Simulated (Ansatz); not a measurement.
Computed with DFT PBE, scalar-relativistic, plane waves, PAW (Ansatz).

Plane waves to 420 eV, a k mesh through Γ of 10×10×10 on the computed 4-atom cell and Gaussian smearing (0.10 eV); no spin polarisation.

```yaml
crystal:
  lattice:
    - [-4.80882, 4.80882, 1.93372]
    - [4.83254, -4.83254, 2.03589]
    - [4.51968, 4.54339, -1.98480]
  atoms:
    - { symbol: Bi, position: [0.84619, 0.34644, 0.21116] }
    - { symbol: Bi, position: [0.13502, 0.63527, 0.78884] }
    - { symbol: Bi, position: [0.31165, 0.11330, 0.50000] }
    - { symbol: Bi, position: [0.70714, 0.90499, 0.50000] }
```

Is this geometry at equilibrium? Which atom feels the largest force?

It isn't. Atom 3 (Bi) feels (-0.47, 0.47, 0.12) eV/Å, 0.670 eV/Å in size.

Give all forces and the stress.

```
atom Fx Fy Fz
 Bi1   0.241   0.188   0.021
 Bi2  -0.188  -0.241   0.021
 Bi3  -0.465   0.465   0.124
 Bi4   0.413  -0.413  -0.166
```
Stress (GPa, compression positive):
```
-1.36  0.19 -0.48
 0.19 -1.36  0.48
-0.48  0.48 -0.33
```

Spin–orbit coupling is left out, which can shift energies with elements as heavy as these.

This form isn't the element's structure at ambient conditions.